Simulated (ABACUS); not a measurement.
Crystal: Re.

```
Re
1.0
     2.76080    0.00000    0.00000
    -1.38040    2.39092    0.00000
     0.00000    0.00000    4.45820
Re
2
Direct
  0.66667 0.33333 0.75000
  0.33333 0.66667 0.25000
```

Base run:

```yaml
Program: ABACUS 3.10.1
Functional: BLYP
Potentials_or_basis: GBRV ultrasoft 1.5 PBE
Cutoff: 544 eV
Density_cutoff: 4354 eV
Basis: plane waves
k_mesh: 9 × 9 × 5
Occupations: fermi-dirac, width 0.05 eV
Spin: no spin polarisation
```

Its results: band gap on the k mesh none (metal or under the smearing width); pressure 19.4 GPa.

Q: The run is repeated on the same cell with these changes: functional from BLYP to B86bPBE. What comes out?

A: Band gap on the k mesh none (metal or under the smearing width); pressure 7.5 GPa.

Caveats: the potentials were made for another functional, which shifts forces and pressure; so large a pressure means that the cell lies far from this level's equilibrium, or that cutoff or potentials fall short (some runs).

Not every run made on this cell is shown here.
